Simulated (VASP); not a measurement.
## Se: relaxation of cell and atoms with PBE

The system is Se.

```
CELL_PARAMETERS angstrom
1.92500 1.11140 0.88167
-1.92500 1.11140 0.88167
0.00000 -2.22280 0.88167
ATOMIC_POSITIONS crystal
Se 0.00000 0.00000 0.00000
```

This isn't the form of Se at room conditions, which is trigonal, of chains.

- Program: VASP 6.6.1
- Task: relaxation of cell and atoms
- Functional: PBE
- Potentials or basis: VASP PAW PBE potentials, release 64 (Se)
- Cutoff: 520 eV
- k mesh: 15 × 15 × 15
- Occupations: gaussian, width 1 eV
- Spin: no spin polarisation
- Target pressure: 110 GPa
- Further INCAR settings: ALGO = Fast; EDIFF = 1e-07; IBRION = 2; EDIFFG = -0.002; NSW = 80; ISIF = 3
- Target pressure: 110 GPa

- Relaxed volume: 12.51 Å³/atom
- Relaxed cell: a = 2.458 Å, b = 2.458 Å, c = 2.458 Å, α = 106.54°, β = 106.54°, γ = 106.54°
- Space group after relaxing (to 0.05 Å): R-3m (No. 166)
- Energy change on relaxing (the enthalpy is what falls): -999.0 meV/atom
- Ionic steps: 17
- Pressure after relaxing: 110.0 GPa
- Band gap on the k mesh: none (metal or under the smearing width)

The path:
| step | energy change (eV) | largest force (eV/Å) | pressure (GPa) | volume (Å³) |
| --- | --- | --- | --- | --- |
| 1 | 0.0000 | 0.0000 | 162.30 | 11.32 |
| 2 | -2.7010 | 0.0000 | 10.79 | 18.51 |
| 3 | -1.1369 | 0.0000 | 101.21 | 12.73 |
| 4 | -0.9849 | 0.0000 | 109.34 | 12.49 |
| 5 | -0.9682 | 0.0000 | 110.22 | 12.47 |
| 6 | -0.9693 | 0.0000 | 110.22 | 12.47 |
| 7 | -0.9723 | 0.0000 | 110.21 | 12.48 |
| 8 | -0.9781 | 0.0000 | 110.21 | 12.48 |
| 9 | -0.9884 | 0.0000 | 110.33 | 12.50 |
| 10 | -1.0337 | 0.0000 | 107.99 | 12.57 |
| 11 | -0.9954 | 0.0000 | 109.97 | 12.51 |
| 12 | -0.9956 | 0.0000 | 109.96 | 12.51 |
| 13 | -0.9966 | 0.0000 | 109.95 | 12.51 |
| 14 | -0.9995 | 0.0000 | 109.94 | 12.51 |
| 15 | -0.9998 | 0.0000 | 109.94 | 12.52 |
| 16 | -0.9891 | 0.0000 | 110.52 | 12.50 |
| 17 | -0.9990 | 0.0000 | 109.99 | 12.51 |

Final structure:
```yaml
crystal:
  lattice:
    - [1.96971, 1.13721, 0.93112]
    - [-1.96971, 1.13721, 0.93112]
    - [0.00000, -2.27442, 0.93112]
  atoms:
    - { symbol: Se, position: [0.00000, 0.00000, 0.00000] }
```

Levels at points of the mesh, in eV from the Fermi level:
```csv
k point,band 1,band 2,band 3,band 4,band 5,band 6,band 7
"(0.00, 0.00, 0.00)",-22.08,4.36,6.70,6.70,11.66,11.66,14.29
```

Run time: 2 min on 1 thread of Intel(R) Xeon(R) Platinum 8375C CPU @ 2.90GHz (Ice Lake) (shared host), peak memory 0.16 GiB.

Caveat: the cell is relaxed towards a set pressure, so the enthalpy falls and the energy may rise. Zero-point motion and thermal expansion aren't in these numbers.
